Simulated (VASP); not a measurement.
TaC, 2 atoms in the cell. The structure is cubic, space group Fm-3m (No. 225). The conventional cell has a = 4.446 Å, b = 4.446 Å, c = 4.446 Å, α = 90.00°, β = 90.00°, γ = 90.00°. Around Ta (site symmetry m-3m) lie 6 C at 2.22 Å. C (site symmetry m-3m) has 6 Ta at 2.22 Å as nearest neighbours. 

| Item | Value |
| --- | --- |
| Program | VASP 6.6.1 |
| Task | single point |
| Functional | PBE |
| Potentials or basis | VASP PAW PBE potentials, release 64 (Ta_pv, C) |
| Cutoff | 450 eV |
| k mesh | 12 × 12 × 12 |
| Occupations | gaussian, width 0.1 eV |
| Spin | no spin polarisation |
| Further INCAR settings | ALGO = Normal; EDIFF = 1e-07 |

Potentials or basis: VASP PAW PBE potentials, release 64 (Ta_pv, C).

The run is started by

```bash
$ cat potpaw_PBE.64/Ta_pv/POTCAR potpaw_PBE.64/C/POTCAR > POTCAR
$ mpirun -np 1 vasp_std > vasp.out
```

Hardware: 1 thread of Intel(R) Xeon(R) Platinum 8488C (Sapphire Rapids), on a shared host.

Task: How long does it take, and how much memory?

Result: It took 7.8 s on 1 thread of Intel(R) Xeon(R) Platinum 8488C (Sapphire Rapids), on a shared host, peak memory 0.15 GiB. Counts: scf iterations 14, k points 72.
